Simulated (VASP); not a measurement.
From VASP inputs to Ansatz: PbO (strained rocksalt)

INCAR

```
ENCUT = 520
LASPH = .TRUE.
NBANDS = 17
GGA = PE
LWAVE = .FALSE.
PREC = Accurate
EDIFF = 1E-7
SIGMA = 0.02
ISIF = 2
ISMEAR = -1
NELM = 120
NSW = 0
IBRION = -1
LREAL = .FALSE.
LCHARG = .FALSE.
```

KPOINTS

```
KPOINTS created by Atomic Simulation Environment
0
Gamma
8 8 8
0 0 0
```

KPOINTS_OPT

```
special points
9
Reciprocal
0.0000000000 0.0000000000 0.0000000000 1
0.5000000000 0.0000000000 0.5000000000 1
0.6250000000 0.2500000000 0.6250000000 1
0.3750000000 0.3750000000 0.7500000000 1
0.5000000000 0.5000000000 0.5000000000 1
0.5000000000 0.2500000000 0.7500000000 1
0.5000000000 0.4500000000 0.5500000000 1
0.4591470000 -0.4985350000 -0.4596350000 1
-0.0839840000 -0.0317380000 0.4583330000 1
```

POSCAR

```
Pb O
 1.0000000000000000
     0.0173767833000000    2.6238942799000000    2.6238942799000000
     2.6238942799000000    0.0173767833000000    2.6238942799000000
     2.6238942799000000    2.6238942799000000    0.0173767833000000
 Pb  O
   1   1
Cartesian
  0.0000000000000000  0.0000000000000000  0.0000000000000000
  2.6325826715499998  2.6325826715499998  2.6325826715499998
```

VASP ran with the recommended PBE PAW datasets (20 valence electrons in the cell).

Question: Write an Ansatz input for this cell and level of theory.

Answer: 

```yaml
crystal:
  lattice:
    - [0.0173767833, 2.6238942799, 2.6238942799]
    - [2.6238942799, 0.0173767833, 2.6238942799]
    - [2.6238942799, 2.6238942799, 0.0173767833]
  atoms:
    - { symbol: Pb, position: [0.0, 0.0, 0.0] }
    - { symbol: O, position: [0.5, 0.5, 0.5] }
kpoints:
  mp_grid: { grid: [8, 8, 8] }
  band_path:
    path:
      - [0.0, 0.0, 0.0]
      - [0.5, 0.0, 0.5]
      - [0.625, 0.25, 0.625]
      - [0.375, 0.375, 0.75]
      - [0.5, 0.5, 0.5]
      - [0.5, 0.25, 0.75]
      - [0.5, 0.45, 0.55]
      - [0.459147, -0.498535, -0.459635]
      - [-0.083984, -0.031738, 0.458333]
    npoints: 1
hamiltonian:
  xc: pbe
scf:
  occupations: { method: fermi_dirac, width: 0.02 }
  n_extra_bands: 4
output:
  forces: true
  stress: true
  eigenvalues: true
```

Other inputs would serve too.

|  | VASP | Ansatz |
| --- | --- | --- |
| gap between bands v and c | -0.03 eV (bands overlap: a metal) | -0.03 eV (bands overlap: a metal) |
| least direct gap | 0.00 eV | 0.00 eV |
| pressure | 1.7 GPa | 1.7 GPa |

The two codes use different PAW datasets and cutoffs. VASP's cell holds 20 valence electrons and Ansatz's 20. Ansatz's stress includes a Pulay correction; VASP's doesn't.
